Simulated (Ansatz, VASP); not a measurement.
**BiTe in VASP and in Ansatz**

The input INCAR:

```
PREC = Accurate
ENCUT = 520
EDIFF = 1E-6
ISMEAR = 0
SIGMA = 0.05
LREAL = False
LASPH = True
NELM = 60
ALGO = Normal
ISIF = 2
LWAVE = False
LCHARG = False
GGA = PS
NBANDS = 18
```

Contents of KPOINTS:

```
regular mesh
0
Gamma
  8 8 8
```

The input POSCAR:

```
BiTe
1.0
    0.0000000000      3.5368555721      3.5368555721
    3.5368555721      0.0000000000      3.5368555721
    3.5368555721      3.5368555721      0.0000000000
Bi Te
1 1
Direct
    0.0000000000      0.0000000000      0.0000000000
    0.2500000000      0.2500000000      0.2500000000
```

Input for Ansatz:

```yaml
crystal:
  lattice:
    - [0.0, 3.5368555721, 3.5368555721]
    - [3.5368555721, 0.0, 3.5368555721]
    - [3.5368555721, 3.5368555721, 0.0]
  atoms:
    - { symbol: Bi, position: [0.0, 0.0, 0.0] }
    - { symbol: Te, position: [0.25, 0.25, 0.25] }
basis:
  ecutwfc: 420
  ecutrho_ratio: 4
kpoints:
  mp_grid: { grid: [8, 8, 8] }
hamiltonian:
  xc: pbesol
scf:
  occupations: { method: gaussian, width: 0.05 }
output:
  forces: true
  stress: true
  eigenvalues: true
```

Alike in both runs: task single point; functional PBEsol; k mesh 8 × 8 × 8; occupations gaussian, width 0.05 eV; no spin polarisation.

|  | VASP | Ansatz |
| --- | --- | --- |
| version | VASP 6.6.1 | Ansatz 0.2.0 |
| potentials or method | VASP PAW PBE potentials, release 64 (Bi_d, Te) | scalar-relativistic, plane waves, PAW |
| plane-wave cutoff (eV) | 520 | 420 |
| valence electrons in the cell | 21 | 31 |

```csv
,VASP,Ansatz,Ansatz less VASP
pressure (GPa),0.6,0.7,+0.02
```

The functional is the same, so the differences come from potentials, cutoffs and numerics. The two sets of potentials don't hold the same shells in valence.

Caveats: the PAW data sets were made with another functional, which shifts forces and pressure a little (VASP); spin-orbit coupling is left out, which moves the levels of the heavy elements.
